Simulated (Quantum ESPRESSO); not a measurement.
The system is Bi.

```xyz
2
Lattice="2.2675 1.3091 3.9380 -2.2675 1.3091 3.9380 0.0000 -2.6183 3.9380" Properties=species:S:1:pos:R:3 pbc="T T T"
Bi    0.0000    0.0000    9.0495
Bi    0.0000    0.0000    2.7645
```

Base run:

```yaml
Program: Quantum ESPRESSO 7.5
Functional: PBEsol
Potentials_or_basis: PseudoDojo 0.4.1 SR PBEsol standard
Cutoff: 898 eV
Density_cutoff: 3592 eV
k_mesh: 7 × 7 × 7
Occupations: fermi-dirac, width 0.05 eV
Spin: no spin polarisation
```

Its results: pressure -0.3 GPa; largest force 0.149 eV/Å.

Task: The run is repeated on the same cell with these changes: potentials or basis from PseudoDojo 0.4.1 SR PBEsol standard to PseudoDojo 0.4 FR PBEsol standard; spin from no spin polarisation to spin-orbit coupling, no magnetisation. What comes out?

Result: Pressure 0.8 GPa; largest force 0.114 eV/Å.
